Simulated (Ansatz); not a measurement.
Given:

GeO₂:
```
GeO2
1.0
    4.42833     0.00000     0.00000
    0.00000     4.42833     0.00000
    0.00000     0.00000     2.88437
Ge O
2 4
Direct
  0.50000   0.50000   0.50000
  0.00000   0.00000   0.00000
  0.69370   0.69370   0.00000
  0.30630   0.30630   0.00000
  0.80630   0.19370   0.50000
  0.19370   0.80630   0.50000
```

This is the PBEsol-relaxed structure. Tensor components refer to the Cartesian frame of this cell.

Task: All from the program Ansatz at the PBEsol level (PAW), unless another level is named. Predict the Young's modulus.

Result: 332 GPa.

Task: What about the zero-point energy?

Result: 80.8 meV/atom.

Task: Predict the elastic constants (relaxed ions, GPa).

Result: C11 = 291, C12 = 172, C13 = 167, C33 = 536, C44 = 141, C66 = 244.

Space group P4_2/mnm (rutile). The cell was relaxed with PBEsol under the symmetry of its start.

Potentials: the earlier of the program's two PAW sets. The files were generated under PBE; for other functionals the program regenerates the frozen cores, and for LDA and PBEsol the local potential too.
